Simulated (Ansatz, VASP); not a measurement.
**MgO in VASP and in Ansatz**

```
Mg O
1.0
     0.00000    2.29042    2.29042
     2.29042    0.00000    2.29042
     2.29042    2.29042    0.00000
Mg O
1 1
Direct
  0.00000 0.00000 0.00000
  0.25000 0.25000 0.25000
```

Change from the starting cell: volume scaled by 0.98, PAW files.

Alike in both runs: task electric field gradients; functional PBE; k mesh 13 × 13 × 13; occupations fermi-dirac, width 0.08 eV; no spin polarisation.

|  | VASP | Ansatz |
| --- | --- | --- |
| version | VASP 6.6.1 | Ansatz 0.2.0 |
| potentials or method | VASP PAW PBE potentials, release 64 (Mg, O) | PAW with Ansatz's default frozen-core files, scalar-relativistic |
| plane-wave cutoff (eV) | 520 | 420 |
| valence electrons in the cell | 8 | 16 |

|  | VASP | Ansatz | Ansatz less VASP |
| --- | --- | --- | --- |
| gap on the k mesh at the Fermi level (eV) | 3.58 | 3.59 | +0.015 |
| pressure (GPa) | 2.1 | 2.5 | +0.38 |
| Vzz of the field gradient on the site that differs most (V/Å²) | 0.0 | 0.0 | -0.01 |

The two sets of potentials don't hold the same shells in valence.

Caveats: an odd mesh through Γ misses points on the zone boundary, where band edges often lie.
